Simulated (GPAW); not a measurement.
# In K ELNES/XANES of InP (F-43m) from DFT, part 3 of 3

How does the In K edge of InP (F-43m) move when the bonds are compressed or stretched?

GPAW 26.7.0; X-ray absorption from dipole matrix elements to empty bands, plane-wave PAW PBE.

So far. Step 4 (Spectrum with FCH, In atom 1): The energy difference (zero at 28027 eV) isn't read as a photon energy: for so heavy an absorber the terms left out (the hole's spin, the functional's error) amount to tens of eV or more. Step 6 (Spectrum with FCH, In atom 1): Against the first run the r.m.s. difference is 2 %. The highest intensity below 24 eV stays at 6.2 eV.

The database entry behind the starting cell differs from later determinations by our own check (0.1 to 0.3 % short, probably kX units), so it need not match the best structure at ambient conditions.

## 8. Spectrum with FCH, In atom 1

Shorter bonds are expected to push antibonding states and scattering resonances up, and longer ones down; the cell is scaled to test that.

Changed against the first core-hole run: volume scale from 1 to 0.97.

Contents of xas.py:

```python
import numpy as np
from ase import Atoms
from ase.parallel import parprint, paropen
from gpaw import GPAW, PW, FermiDirac, Mixer, MixerDif, setup_paths
from gpaw.test import gen
setup_paths.insert(0, '.')
gen('In', name='fch1s', xcname='PBE', corehole=(1, 0, 1), write_xml=True)
from gpaw.mpi import world
world.barrier()

atoms = Atoms('In4P4',
    cell=[[0, -5.80179393, 0],
     [-5.80179393, 0, 0],
     [0, 0, -5.80179393]],
    scaled_positions=[[0, 0, 0],
     [0.5, 0, 0.5],
     [0, 0.5, 0.5],
     [0.5, 0.5, 0],
     [0.25, 0.25, 0.25],
     [0.75, 0.25, 0.75],
     [0.25, 0.75, 0.75],
     [0.75, 0.75, 0.25]],
    pbc=True)
atoms.calc = calc = GPAW(legacy_gpaw=True, mode=PW(430, force_complex_dtype=True), xc='PBE', setups={0: 'fch1s'},
    kpts={'size': (3, 3, 3), 'gamma': True}, occupations=FermiDirac(0.02),
    charge=0, mixer=Mixer(0.1, 5, 50), maxiter=150,
    convergence={'density': 0.0001, 'eigenstates': 1e-6}, txt='scf.txt')
energy = atoms.get_potential_energy() + calc.get_reference_energy()
ef = calc.get_fermi_level()
out = dict(energy=energy, fermi=ef, forces=atoms.get_forces().tolist())
parprint(f'all-electron energy {energy:.4f} eV, Fermi level {ef:.4f} eV')
ev = np.array([[calc.get_eigenvalues(k, s) for k in range(len(calc.get_ibz_k_points()))] for s in range(calc.get_number_of_spins())])
out['homo'], out['lumo'], out['counts'] = ev[ev < ef].max(), ev[ev > ef].min(), sorted(set((ev < ef).sum((0, 2)).tolist()))
out['filled'] = (ev[:, 0] < ef).sum(1).tolist()

from ase.units import Ha
from gpaw.xas import dipole_matrix_elements
nb = int(calc.get_number_of_electrons() / 2) + 119
top, nb = nb, nb + 8 + nb // 12
nscf = calc.fixed_density(kpts={'size': (4, 4, 4), 'gamma': True}, nbands=nb,
    convergence={'bands': top, 'eigenstates': 5e-3}, maxiter=60, txt='nscf.txt')
cell = atoms.cell.array
ops = [cell.T @ U.T @ np.linalg.inv(cell.T) for U in nscf.wfs.kd.symmetry.op_scc]
filled = [36]  # bands filled in the ground state, by spin
E = np.arange(-6, 34, 0.1)
fwhm = np.interp(E, [4, 25], [7.91, 7.91])
Y, X, zero, highest = 0, 0, 1e9, 1e9
for spin in range(nscf.get_number_of_spins()):
    wfs = nscf.wfs
    mine = wfs.bd.get_slice()  # this rank's bands
    A = dipole_matrix_elements(wfs.setups[0])
    eps = np.zeros((wfs.kd.nibzkpts, nb))
    d = np.zeros((3, A.shape[1], wfs.kd.nibzkpts, nb), complex)
    for kpt in wfs.kpt_u:
        if kpt.s == spin and 0 in kpt.P_ani:
            eps[kpt.k, mine] = kpt.eps_n * Ha
            d[:, :, kpt.k, mine] = (kpt.weight * wfs.nspins / 2) ** 0.5 * np.inner(A, kpt.P_ani[0])
    world.sum(eps)
    world.sum(d)
    T = np.einsum('amkn,bmkn->abkn', d, d.conj()).real
    T = sum(np.einsum('ai,ijkn,bj->abkn', R, T, R) for R in ops) / len(ops)
    empty = np.ones_like(eps, bool) & (np.arange(nb) >= filled[spin])
    zero, highest = min(zero, eps[empty].min()), min(highest, eps[:, top - 1].min())
    lines = [(eps, T, empty)] if spin == 0 else lines + [(eps, T, empty)]
for eps, T, empty in lines:
    f = np.einsum('aakn->akn', T).reshape(3, -1)
    x = eps.ravel() - zero
    w = np.interp(x, E, fwhm) / 2.35482
    g = np.exp(-0.5 * ((E[:, None] - x) / w) ** 2) / (w * (2 * np.pi) ** 0.5)
    Y = Y + (f * empty.ravel()) @ g.T
    X = X + (f * ~empty.ravel()) @ g.T
out.update(E=E.round(2).tolist(), xas=Y.tolist(), xes=X.tolist(), zero=zero, valid=highest - zero, nk=len(eps), nb=nb)
for i in range(0, len(E), 10):
    parprint(f'{E[i]:7.2f}', *(f'{v:10.3e}' for v in Y[:, i]))
import json
with paropen('out.json', 'w') as f:
    json.dump(out, f)
```

Command:

```
OMP_NUM_THREADS=1 mpirun -n 4 gpaw python xas.py
```

Numbers of over 12 decimals in the logs are rounded to 6 here.

What it wrote:

```text
Input parameters:
  convergence: {density: 0.0001,
                eigenstates: 1e-06}
  kpts: {gamma: True,
         size: (3, 3, 3)}
  maxiter: 150
  mixer: {backend: pulay,
          beta: 0.1,
          method: separate,
          nmaxold: 5,
          weight: 50}
  mode: {ecut: 430.0,
         force_complex_dtype: True,
         name: pw}
  occupations: {fixmagmom: False,
                name: fermi-dirac,
[...]
*d    :    -0.250875
--------------------------------

Diagonalizing with gridspacing h=0.050

state   all-electron     PAW
-------------------------------
5s:      -0.647715    -0.648762
5p:      -0.377940    -0.379505
4d:      -1.250875    -1.251741
*f:                   -0.027430
-------------------------------
all-electron energy -649125.5297 eV, Fermi level 5.5304 eV
[...]
32.00  1.359e-08  1.359e-08  1.359e-08
  33.00  1.275e-08  1.275e-08  1.275e-08
[key lines of the parts left out:]
Converged after 16 iterations.
Dipole moment: (-0.000000, -0.000000, -0.000000) |e|*Ang
Free energy:    -47.739351
Fermi level: 5.53038
```

The job ended after 33 s (4 MPI ranks of Intel Xeon Platinum 8488C (Sapphire Rapids), shared host; peak memory 0.28 GiB).

| E (eV) | first run | this run |
| --- | --- | --- |
| -2.0 | 0.24 | 0.25 |
| -1.0 | 0.36 | 0.37 |
| 0.0 | 0.51 | 0.53 |
| 1.0 | 0.68 | 0.69 |
| 2.0 | 0.85 | 0.85 |
| 3.0 | 0.99 | 0.98 |
| 4.0 | 1.09 | 1.08 |
| 5.0 | 1.15 | 1.14 |
| 6.0 | 1.17 | 1.16 |
| 7.0 | 1.17 | 1.15 |
| 8.0 | 1.14 | 1.13 |
| 9.0 | 1.12 | 1.11 |
| 10.0 | 1.10 | 1.09 |
| 11.0 | 1.08 | 1.08 |
| 12.0 | 1.06 | 1.06 |
| 13.0 | 1.03 | 1.04 |
| 14.0 | 1.01 | 1.02 |
| 15.0 | 0.97 | 0.99 |
| 16.0 | 0.94 | 0.95 |
| 17.0 | 0.91 | 0.92 |
| 18.0 | 0.89 | 0.90 |
| 19.0 | 0.88 | 0.88 |
| 20.0 | 0.88 | 0.88 |
| 21.0 | 0.90 | 0.90 |
| 22.0 | 0.92 | 0.92 |
| 23.0 | 0.95 | 0.94 |
| 24.0 | 0.96 | 0.97 |
| 25.0 | 0.97 | 0.98 |
| 26.0 | 0.96 | 0.98 |
| 27.0 | 0.94 | 0.96 |
| 28.0 | 0.90 | 0.92 |
| 29.0 | 0.86 | 0.88 |
| 30.0 | 0.81 | 0.83 |

Against the first run the r.m.s. difference is 1 %. The highest intensity below 24 eV stays at 6.2 eV.

The photon energy of the zero moves by +0.17 eV.

## 9. Reference energy of the supercell

The cell changes for the next run, so it gets a reference energy of its own.

The cell differs from the one that the last finished run ended in (a 5.802 → 5.919 Å, b 5.802 → 5.919 Å, c 5.802 → 5.919 Å).

Contents of scf.py:

```python
import numpy as np
from ase import Atoms
from ase.parallel import parprint, paropen
from gpaw import GPAW, PW, FermiDirac, Mixer, MixerDif, setup_paths
from gpaw.test import gen
setup_paths.insert(0, '.')
gen('In', name='nch1s', xcname='PBE', corehole=(1, 0, 0), write_xml=True)
from gpaw.mpi import world
world.barrier()

atoms = Atoms('In4P4',
    cell=[[0, -5.91903348, 0],
     [-5.91903348, 0, 0],
     [0, 0, -5.91903348]],
    scaled_positions=[[0, 0, 0],
     [0.5, 0, 0.5],
     [0, 0.5, 0.5],
     [0.5, 0.5, 0],
     [0.25, 0.25, 0.25],
     [0.75, 0.25, 0.75],
     [0.25, 0.75, 0.75],
     [0.75, 0.75, 0.25]],
    pbc=True)
atoms.calc = calc = GPAW(legacy_gpaw=True, mode=PW(430, force_complex_dtype=True), xc='PBE', setups={0: 'nch1s'},
    kpts={'size': (3, 3, 3), 'gamma': True}, occupations=FermiDirac(0.02),
    charge=0, mixer=Mixer(0.1, 5, 50), maxiter=150,
    convergence={'density': 0.0001, 'eigenstates': 1e-6}, txt='scf.txt')
energy = atoms.get_potential_energy() + calc.get_reference_energy()
ef = calc.get_fermi_level()
out = dict(energy=energy, fermi=ef, forces=atoms.get_forces().tolist())
parprint(f'all-electron energy {energy:.4f} eV, Fermi level {ef:.4f} eV')
ev = np.array([[calc.get_eigenvalues(k, s) for k in range(len(calc.get_ibz_k_points()))] for s in range(calc.get_number_of_spins())])
out['homo'], out['lumo'], out['counts'] = ev[ev < ef].max(), ev[ev > ef].min(), sorted(set((ev < ef).sum((0, 2)).tolist()))
out['filled'] = (ev[:, 0] < ef).sum(1).tolist()
import json
with paropen('out.json', 'w') as f:
    json.dump(out, f)
```

Command:

```
OMP_NUM_THREADS=1 mpirun -n 4 gpaw python scf.py
```

What it wrote:

```text
Input parameters:
  convergence: {density: 0.0001,
                eigenstates: 1e-06}
  kpts: {gamma: True,
         size: (3, 3, 3)}
  maxiter: 150
  mixer: {backend: pulay,
          beta: 0.1,
          method: separate,
          nmaxold: 5,
          weight: 50}
  mode: {ecut: 430.0,
         force_complex_dtype: True,
         name: pw}
  occupations: {fixmagmom: False,
                name: fermi-dirac,
[...]
*s    :     0.698527
5p(1) :    -0.092631     1.007688
*p    :     0.907369
4d(10):    -0.684593     0.305013
*d    :     0.315407
--------------------------------

Diagonalizing with gridspacing h=0.050

state   all-electron     PAW
-------------------------------
5s:      -0.301473    -0.302180
5p:      -0.092631    -0.093322
4d:      -0.684593    -0.685550
*f:                    0.061360
-------------------------------
all-electron energy -677147.4738 eV, Fermi level 4.8989 eV
[key lines of the parts left out:]
Converged after 11 iterations.
Dipole moment: (0.000000, 0.000000, 0.000000) |e|*Ang
Free energy:    -34.139178
Fermi level: 4.89887
```

It took 9.6 s on 4 MPI ranks; peak memory 0.23 GiB.

Reference energy: -677147.474 eV with the cores included.

## 10. Spectrum with FCH, In atom 1

Shorter bonds are expected to push antibonding states and scattering resonances up, and longer ones down; the cell is scaled to test that.

Changed against the first core-hole run: volume scale from 1 to 1.03.

Edit xas.py of step 8 so:

```diff
@@ -11,5 +11,5 @@
 atoms = Atoms('In4P4',
-    cell=[[0, -5.80179393, 0],
-     [-5.80179393, 0, 0],
-     [0, 0, -5.80179393]],
+    cell=[[0, -5.91903348, 0],
+     [-5.91903348, 0, 0],
+     [0, 0, -5.91903348]],
     scaled_positions=[[0, 0, 0],
@@ -37,3 +37,3 @@
 from gpaw.xas import dipole_matrix_elements
-nb = int(calc.get_number_of_electrons() / 2) + 119
+nb = int(calc.get_number_of_electrons() / 2) + 126
 top, nb = nb, nb + 8 + nb // 12
```

Command:

```
OMP_NUM_THREADS=1 mpirun -n 4 gpaw python xas.py
```

What it wrote:

```text
Input parameters:
  convergence: {density: 0.0001,
                eigenstates: 1e-06}
  kpts: {gamma: True,
         size: (3, 3, 3)}
  maxiter: 150
  mixer: {backend: pulay,
          beta: 0.1,
          method: separate,
          nmaxold: 5,
          weight: 50}
  mode: {ecut: 430.0,
         force_complex_dtype: True,
         name: pw}
  occupations: {fixmagmom: False,
                name: fermi-dirac,
[...]
*d    :    -0.250875
--------------------------------

Diagonalizing with gridspacing h=0.050

state   all-electron     PAW
-------------------------------
5s:      -0.647715    -0.648762
5p:      -0.377940    -0.379505
4d:      -1.250875    -1.251741
*f:                   -0.027430
-------------------------------
all-electron energy -649125.1423 eV, Fermi level 4.7294 eV
[...]
32.00  1.324e-08  1.324e-08  1.324e-08
  33.00  1.260e-08  1.260e-08  1.260e-08
[key lines of the parts left out:]
Converged after 14 iterations.
Dipole moment: (0.000000, 0.000000, 0.000000) |e|*Ang
Free energy:    -47.351990
Fermi level: 4.72943
```

Elapsed: 35 s, on 4 MPI ranks; peak memory 0.29 GiB; 2.3 min of CPU time.

| E (eV) | first run | this run |
| --- | --- | --- |
| -2.0 | 0.24 | 0.23 |
| -1.0 | 0.36 | 0.35 |
| 0.0 | 0.51 | 0.50 |
| 1.0 | 0.68 | 0.67 |
| 2.0 | 0.85 | 0.84 |
| 3.0 | 0.99 | 0.99 |
| 4.0 | 1.09 | 1.10 |
| 5.0 | 1.15 | 1.17 |
| 6.0 | 1.17 | 1.19 |
| 7.0 | 1.17 | 1.18 |
| 8.0 | 1.14 | 1.16 |
| 9.0 | 1.12 | 1.13 |
| 10.0 | 1.10 | 1.10 |
| 11.0 | 1.08 | 1.07 |
| 12.0 | 1.06 | 1.05 |
| 13.0 | 1.03 | 1.02 |
| 14.0 | 1.01 | 0.99 |
| 15.0 | 0.97 | 0.96 |
| 16.0 | 0.94 | 0.93 |
| 17.0 | 0.91 | 0.90 |
| 18.0 | 0.89 | 0.88 |
| 19.0 | 0.88 | 0.88 |
| 20.0 | 0.88 | 0.88 |
| 21.0 | 0.90 | 0.90 |
| 22.0 | 0.92 | 0.92 |
| 23.0 | 0.95 | 0.95 |
| 24.0 | 0.96 | 0.96 |
| 25.0 | 0.97 | 0.96 |
| 26.0 | 0.96 | 0.95 |
| 27.0 | 0.94 | 0.92 |
| 28.0 | 0.90 | 0.88 |
| 29.0 | 0.86 | 0.84 |
| 30.0 | 0.81 | 0.80 |
| 31.0 | 0.77 | 0.76 |

The scaled spectrum changes by 1 % r.m.s. The highest intensity below 24 eV stays at 6.2 eV.

The photon energy of the zero moves by -0.17 eV.

## 11. Reference energy of the supercell

The cell changes for the next run, so it gets a reference energy of its own.

The cell differs from the one that the last finished run ended in (a 5.919 → 5.976 Å, b 5.919 → 5.976 Å, c 5.919 → 5.976 Å).

Edit scf.py of step 9 so:

```diff
@@ -11,5 +11,5 @@
 atoms = Atoms('In4P4',
-    cell=[[0, -5.91903348, 0],
-     [-5.91903348, 0, 0],
-     [0, 0, -5.91903348]],
+    cell=[[0, -5.97595075, 0],
+     [-5.97595075, 0, 0],
+     [0, 0, -5.97595075]],
     scaled_positions=[[0, 0, 0],
```

Command:

```
OMP_NUM_THREADS=1 mpirun -n 4 gpaw python scf.py
```

What it wrote:

```text
Input parameters:
  convergence: {density: 0.0001,
                eigenstates: 1e-06}
  kpts: {gamma: True,
         size: (3, 3, 3)}
  maxiter: 150
  mixer: {backend: pulay,
          beta: 0.1,
          method: separate,
          nmaxold: 5,
          weight: 50}
  mode: {ecut: 430.0,
         force_complex_dtype: True,
         name: pw}
  occupations: {fixmagmom: False,
                name: fermi-dirac,
[...]
*s    :     0.698527
5p(1) :    -0.092631     1.007688
*p    :     0.907369
4d(10):    -0.684593     0.305013
*d    :     0.315407
--------------------------------

Diagonalizing with gridspacing h=0.050

state   all-electron     PAW
-------------------------------
5s:      -0.301473    -0.302180
5p:      -0.092631    -0.093322
4d:      -0.684593    -0.685550
*f:                    0.061360
-------------------------------
all-electron energy -677147.4784 eV, Fermi level 4.5299 eV
[key lines of the parts left out:]
Converged after 11 iterations.
Dipole moment: (0.000000, 0.000000, 0.000000) |e|*Ang
Free energy:    -34.143779
Fermi level: 4.52991
```

Wall time 10 s (4 MPI ranks); peak memory 0.23 GiB; 39 s of CPU time.

Reference energy: -677147.478 eV with the cores included.

## 12. Spectrum with FCH, In atom 1

Shorter bonds are expected to push antibonding states and scattering resonances up, and longer ones down; the cell is scaled to test that.

Changed against the first core-hole run: volume scale from 1 to 1.06.

Edit xas.py of step 10 so:

```diff
@@ -11,5 +11,5 @@
 atoms = Atoms('In4P4',
-    cell=[[0, -5.91903348, 0],
-     [-5.91903348, 0, 0],
-     [0, 0, -5.91903348]],
+    cell=[[0, -5.97595075, 0],
+     [-5.97595075, 0, 0],
+     [0, 0, -5.97595075]],
     scaled_positions=[[0, 0, 0],
@@ -37,3 +37,3 @@
 from gpaw.xas import dipole_matrix_elements
-nb = int(calc.get_number_of_electrons() / 2) + 126
+nb = int(calc.get_number_of_electrons() / 2) + 130
 top, nb = nb, nb + 8 + nb // 12
```

Command:

```
OMP_NUM_THREADS=1 mpirun -n 4 gpaw python xas.py
```

What it wrote:

```text
Input parameters:
  convergence: {density: 0.0001,
                eigenstates: 1e-06}
  kpts: {gamma: True,
         size: (3, 3, 3)}
  maxiter: 150
  mixer: {backend: pulay,
          beta: 0.1,
          method: separate,
          nmaxold: 5,
          weight: 50}
  mode: {ecut: 430.0,
         force_complex_dtype: True,
         name: pw}
  occupations: {fixmagmom: False,
                name: fermi-dirac,
[...]
*d    :    -0.250875
--------------------------------

Diagonalizing with gridspacing h=0.050

state   all-electron     PAW
-------------------------------
5s:      -0.647715    -0.648762
5p:      -0.377940    -0.379505
4d:      -1.250875    -1.251741
*f:                   -0.027430
-------------------------------
all-electron energy -649124.8604 eV, Fermi level 4.3612 eV
[...]
32.00  1.314e-08  1.314e-08  1.314e-08
  33.00  1.261e-08  1.261e-08  1.261e-08
[key lines of the parts left out:]
Converged after 14 iterations.
Dipole moment: (-0.000000, 0.000000, 0.000000) |e|*Ang
Free energy:    -47.070298
Fermi level: 4.36121
```

Elapsed: 41 s, on 4 MPI ranks; peak memory 0.29 GiB; 2.7 min of CPU time.

| E (eV) | first run | this run |
| --- | --- | --- |
| -2.0 | 0.24 | 0.22 |
| -1.0 | 0.36 | 0.34 |
| 0.0 | 0.51 | 0.49 |
| 1.0 | 0.68 | 0.66 |
| 2.0 | 0.85 | 0.84 |
| 3.0 | 0.99 | 0.99 |
| 4.0 | 1.09 | 1.11 |
| 5.0 | 1.15 | 1.18 |
| 6.0 | 1.17 | 1.21 |
| 7.0 | 1.17 | 1.20 |
| 8.0 | 1.14 | 1.17 |
| 9.0 | 1.12 | 1.14 |
| 10.0 | 1.10 | 1.10 |
| 11.0 | 1.08 | 1.07 |
| 12.0 | 1.06 | 1.04 |
| 13.0 | 1.03 | 1.02 |
| 14.0 | 1.01 | 0.98 |
| 15.0 | 0.97 | 0.95 |
| 16.0 | 0.94 | 0.92 |
| 17.0 | 0.91 | 0.89 |
| 18.0 | 0.89 | 0.88 |
| 19.0 | 0.88 | 0.87 |
| 20.0 | 0.88 | 0.88 |
| 21.0 | 0.90 | 0.90 |
| 22.0 | 0.92 | 0.92 |
| 23.0 | 0.95 | 0.94 |
| 24.0 | 0.96 | 0.96 |
| 25.0 | 0.97 | 0.95 |
| 26.0 | 0.96 | 0.93 |
| 27.0 | 0.94 | 0.90 |
| 28.0 | 0.90 | 0.86 |
| 29.0 | 0.86 | 0.82 |
| 30.0 | 0.81 | 0.78 |
| 31.0 | 0.77 | 0.75 |

Against the first run the r.m.s. difference is 2 %. The highest intensity below 24 eV stays at 6.2 eV.

The photon energy of the zero moves by -0.33 eV.

## 13. The volumes side by side

| volume | nearest distance (Å) | shift of the zero (eV) | maximum 1 (eV above own zero) | maximum 2 (eV above own zero) |
| --- | --- | --- | --- | --- |
| 0.94 | 2.486 | +0.36 | 6.2 | 25.6 |
| 0.97 | 2.512 | +0.17 | 6.2 | 25.4 |
| 1 | 2.538 | +0.00 | 6.2 | 25.0 |
| 1.03 | 2.563 | -0.17 | 6.2 | 24.6 |
| 1.06 | 2.588 | -0.33 | 6.2 | 24.4 |

The curves, each shifted by its zero's change so that they share one photon-energy axis, counted from the zero at V × 1:

| E (eV) | V × 0.94 | V × 0.97 | V × 1 | V × 1.03 | V × 1.06 |
| --- | --- | --- | --- | --- | --- |
| -2.0 | 0.22 | 0.23 | 0.24 | 0.25 | 0.25 |
| -1.0 | 0.34 | 0.35 | 0.36 | 0.37 | 0.39 |
| 0.0 | 0.48 | 0.50 | 0.51 | 0.53 | 0.55 |
| 1.0 | 0.64 | 0.66 | 0.68 | 0.70 | 0.72 |
| 2.0 | 0.80 | 0.82 | 0.85 | 0.87 | 0.89 |
| 3.0 | 0.94 | 0.96 | 0.99 | 1.01 | 1.04 |
| 4.0 | 1.04 | 1.07 | 1.09 | 1.12 | 1.14 |
| 5.0 | 1.11 | 1.13 | 1.15 | 1.18 | 1.20 |
| 6.0 | 1.14 | 1.16 | 1.17 | 1.19 | 1.21 |
| 7.0 | 1.14 | 1.15 | 1.17 | 1.18 | 1.19 |
| 8.0 | 1.12 | 1.13 | 1.14 | 1.15 | 1.16 |
| 9.0 | 1.11 | 1.11 | 1.12 | 1.12 | 1.12 |
| 10.0 | 1.09 | 1.09 | 1.10 | 1.09 | 1.09 |
| 11.0 | 1.08 | 1.08 | 1.08 | 1.07 | 1.06 |
| 12.0 | 1.07 | 1.06 | 1.06 | 1.05 | 1.04 |
| 13.0 | 1.06 | 1.05 | 1.03 | 1.02 | 1.01 |
| 14.0 | 1.04 | 1.02 | 1.01 | 0.99 | 0.97 |
| 15.0 | 1.01 | 0.99 | 0.97 | 0.96 | 0.94 |
| 16.0 | 0.98 | 0.96 | 0.94 | 0.92 | 0.91 |
| 17.0 | 0.95 | 0.93 | 0.91 | 0.90 | 0.89 |
| 18.0 | 0.92 | 0.90 | 0.89 | 0.88 | 0.87 |
| 19.0 | 0.90 | 0.89 | 0.88 | 0.88 | 0.88 |
| 20.0 | 0.89 | 0.88 | 0.88 | 0.88 | 0.89 |
| 21.0 | 0.89 | 0.89 | 0.90 | 0.90 | 0.91 |
| 22.0 | 0.91 | 0.91 | 0.92 | 0.93 | 0.93 |
| 23.0 | 0.93 | 0.94 | 0.95 | 0.95 | 0.95 |
| 24.0 | 0.96 | 0.96 | 0.96 | 0.96 | 0.96 |
| 25.0 | 0.98 | 0.98 | 0.97 | 0.96 | 0.95 |
| 26.0 | 0.99 | 0.98 | 0.96 | 0.94 | 0.93 |
| 27.0 | 0.98 | 0.96 | 0.94 | 0.91 | 0.89 |
| 28.0 | 0.96 | 0.93 | 0.90 | 0.87 | 0.85 |
| 29.0 | 0.92 | 0.89 | 0.86 | 0.83 | 0.81 |
| 30.0 | 0.87 | 0.84 | 0.81 | 0.79 | 0.77 |

## 14. Outcome

| Property | Result |
| --- | --- |
| absorber and edge | In K, atom 1 of the ground-state input (counted from 1) |
| surroundings | 4 P at 2.54 Å (tetrahedral, site symmetry -43m) |
| highest intensity below 24 eV | 6.2 eV above the zero, height 1.17 |

From V × 0.94 to V × 1.06 the nearest distance grows by 0.102 Å and the zero moves by -0.69 eV. Above their own zero, the maxima move from 6.2 to 6.2 eV and from 25.6 to 24.4 eV. The one highest in energy moves most, in the direction that the rule ΔE·R² ≈ constant for scattering resonances gives. The In K edge of atom 1, with 4 P at 2.54 Å (tetrahedral, site symmetry -43m), has its highest intensity of the first 24 eV at 6.2 eV above the zero, 1.2 times the mean level of the first 20 eV (Gaussian full width 7.91 eV). The script folds with a Gaussian, whereas the core hole's own line is a Lorentzian, so the onset is too steep and the first peak too high. The holes are only 5.9 Å apart, so the shape is probably not converged with cell size; no larger cell was run here. The structure is a published determination, not relaxed.

[Banner, clock and machine lines of the logs are left out without a mark of their own.]

[Logs are printed without paths, hosts, clocks, repeated set-up lines and the standing remarks that a program may print on its own settings, such as how far it seeks lower states.]

[Hosts, paths, dates, database ids (printed as entryN), source tags and the programs' standing remarks are cut or masked in the printed files.]

[Lists of maxima count a maximum above −3 eV only where it reaches 4 % of the highest in the window and stands out from its surroundings by 2 % of it (1.5 % where it reaches 55 %); shoulders and weaker maxima are passed over, and of the rest the first, up to two pre-edge ones and the few strongest are named.]
